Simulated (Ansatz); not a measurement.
A 6-atom cell of Se (R-3) from a materials database, relaxed with r2SCAN+rVV10 in the PAW code Ansatz. Space group R-3 (No. 148), trigonal; conventional cell a = 11.249 Å, c = 4.466 Å, 27.19 Å³ an atom. Se is surrounded by 2 Se at 2.37 Å.

The axes x, y and z are those of this cell:
```yaml
crystal:
  lattice:
    - [5.62475, 3.24745, 1.48853]
    - [-5.62475, 3.24745, 1.48853]
    - [0.00000, -6.49490, 1.48853]
  atoms:
    - { symbol: Se, position: [0.83930, 0.71504, 0.08414] }
    - { symbol: Se, position: [0.71504, 0.08414, 0.83930] }
    - { symbol: Se, position: [0.08414, 0.83930, 0.71504] }
    - { symbol: Se, position: [0.16070, 0.28496, 0.91586] }
    - { symbol: Se, position: [0.28496, 0.91586, 0.16070] }
    - { symbol: Se, position: [0.91586, 0.16070, 0.28496] }
```

Unstrained: With PBE the valence top lies at T and the conduction bottom at k = (0.151, 0.219, -0.232), 1.162 eV higher; the smallest vertical gap, at k = (0.151, 0.219, -0.232), is 1.379 eV. With r2SCAN the valence top lies at T and the conduction bottom at k = (0.151, 0.219, -0.232), 1.442 eV higher; the smallest vertical gap, at k = (0.151, 0.219, -0.232), is 1.680 eV. With HSE06 the valence top lies at T and the conduction bottom at k = (0.151, 0.219, -0.232), 2.030 eV higher; the smallest vertical gap, at k = (0.151, 0.219, -0.232), is 2.255 eV. Meshes: PBE 6×6×6, r2SCAN 6×6×6, HSE06 4×4×4. Strains are changes of length per length. After each strain the atoms were relaxed again with r2SCAN+rVV10 within the symmetry that the strain leaves, so tilts or polar shifts that break it weren't tested; points keep the names that they have in the unstrained zone. Spin-unpolarised throughout; all numbers are computed.

Question: Apply epitaxial -2.01 % in the xy plane, free normal strain +2.71 %. How far does the gap move, against the unstrained cell?

Answer: PBE: the gap goes from 1.162 to 1.232 eV (+0.070 eV); the edges go from T → (0.151, 0.219, -0.232) to (-0.073, 0.109, 0.417) → (0.240, -0.148, -0.242). r2SCAN: the gap goes from 1.442 to 1.523 eV (+0.081 eV); the edges go from T → (0.151, 0.219, -0.232) to (-0.073, 0.109, 0.417) → (0.240, -0.148, -0.242). HSE06: the gap goes from 2.030 to 2.092 eV (+0.062 eV); the edges go from T → (0.151, 0.219, -0.232) to (-0.073, 0.109, 0.417) → (0.240, -0.148, -0.242).

Question: Apply isotropic -2.82 % on every length. How far does the gap move, against the unstrained cell?

Answer: PBE: the gap goes from 1.162 to 1.096 eV (-0.066 eV); the edges go from T → (0.151, 0.219, -0.232) to (-0.068, 0.109, 0.417) → (0.227, -0.141, -0.237). r2SCAN: the gap goes from 1.442 to 1.387 eV (-0.055 eV); the edges go from T → (0.151, 0.219, -0.232) to (-0.068, 0.109, 0.417) → (0.227, -0.141, -0.237). HSE06: the gap goes from 2.030 to 1.924 eV (-0.106 eV); the edges go from T → (0.151, 0.219, -0.232) to (-0.068, 0.109, 0.417) → (0.227, -0.141, -0.237).

Spin-orbit coupling is left out.

Where an edge lies off the special points, it is a point of the mesh or the k point where a search put PBE's edge or least direct gap, reused for the other functionals, whose own edges may lie a little apart.

Coordinates of k points refer to the reciprocal vectors of the primitive cell of the runs.

The meshes of the hybrids are coarse, so their gaps aren't converged to the digits shown.
